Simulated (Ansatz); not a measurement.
**KI: a single-point run**

The task is a single-point run on KI. The structure is shown as the input types it. The cell is built on a prototype (zincblende) and needn't be the phase found in nature.

Program: Ansatz 0.2.0. Level of theory: density functional or hybrid calculation with the settings of its input, plane waves (as first typed). These are calculated values, not measurements.

6 further runs of the same task are left out: 1 for a known fault of the program, 5 that didn't finish.

## Step 1: Starting point

The structure is cubic, space group F-43m (No. 216). Conventional cell: a = 7.932 Å, b = 7.932 Å, c = 7.932 Å, α = 90.00°, β = 90.00°, γ = 90.00°. K (site symmetry -43m) has 4 I at 3.43 Å as nearest neighbours. Around I (site symmetry -43m) lie 4 K at 3.43 Å.

Coordinates:

```xyz
2
Lattice="0.0000 3.9659 3.9659 3.9659 0.0000 3.9659 3.9659 3.9659 0.0000" Properties=species:S:1:pos:R:3 pbc="T T T"
K     0.0000    0.0000    0.0000
I     1.9829    1.9829    1.9829
```

## Step 2: The run

input.yaml

```yaml
crystal:
  lattice:
    - [0.0, 3.9658942823, 3.9658942823]
    - [3.9658942823, 0.0, 3.9658942823]
    - [3.9658942823, 3.9658942823, 0.0]
  atoms:
    - { symbol: K, position: [0.0, 0.0, 0.0] }
    - { symbol: I, position: [0.25, 0.25, 0.25] }
kpoints:
  mp_grid: { grid: [4, 4, 4] }
hamiltonian:
  xc: pbesol
scf:
  occupations: { method: gaussian, width: 1.5 }
  n_extra_bands: 4
output:
  forces: true
  stress: true
  eigenvalues: true
```

Launch:

```
$ ansatz run input.yaml --threads 4 --pin off --max-ram 3686MiB --backend cpu --events-out ev --progress --plain --runs-dir out
```

What happens when this is run?

This run ends as converged. That alone doesn't make the input a sound one.

Look at the input: scf.occupations.method is gaussian; scf.occupations.width is 1.5. A smearing this wide moves electrons out of filled levels into empty ones.

Run again and compare: delete scf.occupations.width (the default then holds) and set scf.occupations.method to fixed.
